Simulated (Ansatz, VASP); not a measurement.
## SbPt in VASP and in Ansatz

```xyz
4
Lattice="4.1300 0.0000 0.0000 -2.0650 3.5767 0.0000 0.0000 0.0000 5.4720" Properties=species:S:1:pos:R:3 pbc="T T T"
Sb    0.0000    2.3845    1.3680
Sb    2.0650    1.1922    4.1040
Pt    0.0000    0.0000    0.0000
Pt    0.0000    0.0000    2.7360
```

Alike in both runs: task single point; functional LDA; k mesh 6 × 6 × 4; occupations gaussian, width 0.1 eV; no spin polarisation.

|  | VASP | Ansatz |
| --- | --- | --- |
| version | VASP 6.6.1 | Ansatz 0.2.0 |
| potentials or method | VASP PAW LDA potentials, release 64 (Sb, Pt) | scalar-relativistic, plane waves, PAW |
| plane-wave cutoff (eV) | 520 | 420 |
| valence electrons in the cell | 30 | 66 |

Ansatz gave:

| Item | Value |
| --- | --- |
| gap on the k mesh at the Fermi level (eV) | none |
| pressure (GPa) | -0.3 |
| largest component of the traceless stress (GPa) | 0.77 |

What did VASP give for the same quantities?

gap on the k mesh at the Fermi level (eV): none; pressure (GPa): 0.0; largest component of the traceless stress (GPa): 0.87.

A gap of «none» marks a metal or a gap that the smearing closes. The two sets of potentials don't hold the same shells in valence.

Spin-orbit coupling is left out, which matters for the levels of Pt, Sb.
